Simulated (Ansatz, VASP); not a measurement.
# Be in VASP and in Ansatz

```
Be
1.0
     2.35699    0.00000    0.00000
    -1.17849    2.04121    0.00000
     0.00000    0.00000    3.78095
Be
2
Direct
  0.33333 0.66667 0.25000
  0.66667 0.33333 0.75000
```

Change from the starting cell: strain +0.025 along x and y, +0.050 along z, atoms carried along.

Alike in both runs: task single point; functional PBE; k mesh 24 × 24 × 14; occupations gaussian, width 0.15 eV; no spin polarisation.

|  | VASP | Ansatz |
| --- | --- | --- |
| version | VASP 6.6.1 | Ansatz 0.2.0 |
| potentials or method | VASP PAW PBE potentials, release 64 (Be) | scalar-relativistic, plane waves, PAW |
| plane-wave cutoff (eV) | 520 | 420 |
| valence electrons in the cell | 4 | 4 |

Ansatz gave:

- gap on the k mesh at the Fermi level (eV): none
- pressure (GPa): -13.8
- largest component of the traceless stress (GPa): 4.67

What did VASP give for the same quantities?

gap on the k mesh at the Fermi level (eV): none; pressure (GPa): -13.7; largest component of the traceless stress (GPa): 4.66.

A gap of «none» marks a metal or a gap that the smearing closes. The functional is the same, so the differences come from potentials, cutoffs and numerics.
